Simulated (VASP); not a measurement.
Here is a VASP 6.6.1 calculation.

Contents of INCAR:

```
SYSTEM = PbSe
  PREC = Accurate
  ENCUT = 520
  EDIFF = 1E-6
  ISMEAR = 0
  SIGMA = 0.02
  LREAL = .False.
  LASPH = .True.
  NELM = 80
  ALGO = Fast
  ISIF = 2
  LWAVE = .False.
  LCHARG = .False.
  MAGMOM = 0 0 0 0 0 0
  LORBIT = 11
  LSORBIT = .True.
  GGA_COMPAT = .False.
  KPAR = 2
```

Contents of KPOINTS:

```
regular mesh
0
Gamma
  6 6 6
  0 0 0
```

The input POSCAR:

```
PbSe
1.0
    0.0000000000      3.0606500000      3.0606500000
    3.0606500000      0.0000000000      3.0606500000
    3.0606500000      3.0606500000      0.0000000000
Pb Se
1 1
Direct
    0.0000000000      0.0000000000      0.0000000000
    0.5000000000      0.5000000000      0.5000000000
```

KPOINTS_OPT

```
path GXWKGLUWLK,UX
20
line-mode
reciprocal
 0.0000000000  0.0000000000  0.0000000000  G
 0.5000000000  0.0000000000  0.5000000000  X

 0.5000000000  0.0000000000  0.5000000000  X
 0.5000000000  0.2500000000  0.7500000000  W

 0.5000000000  0.2500000000  0.7500000000  W
 0.3750000000  0.3750000000  0.7500000000  K

 0.3750000000  0.3750000000  0.7500000000  K
 0.0000000000  0.0000000000  0.0000000000  G

 0.0000000000  0.0000000000  0.0000000000  G
 0.5000000000  0.5000000000  0.5000000000  L

 0.5000000000  0.5000000000  0.5000000000  L
 0.6250000000  0.2500000000  0.6250000000  U

 0.6250000000  0.2500000000  0.6250000000  U
 0.5000000000  0.2500000000  0.7500000000  W

 0.5000000000  0.2500000000  0.7500000000  W
 0.5000000000  0.5000000000  0.5000000000  L

 0.5000000000  0.5000000000  0.5000000000  L
 0.3750000000  0.3750000000  0.7500000000  K

 0.6250000000  0.2500000000  0.6250000000  U
 0.5000000000  0.0000000000  0.5000000000  X
```

Potentials or basis: VASP PAW LDA potentials, release 64 (Pb_d, Se).

Command:

```bash
$ cat potpaw_LDA.64/Pb_d/POTCAR potpaw_LDA.64/Se/POTCAR > POTCAR
$ mpirun -np 2 vasp_ncl > vasp.out
```

Question: What does it give for the pressure?

Answer: -2.6 GPa.
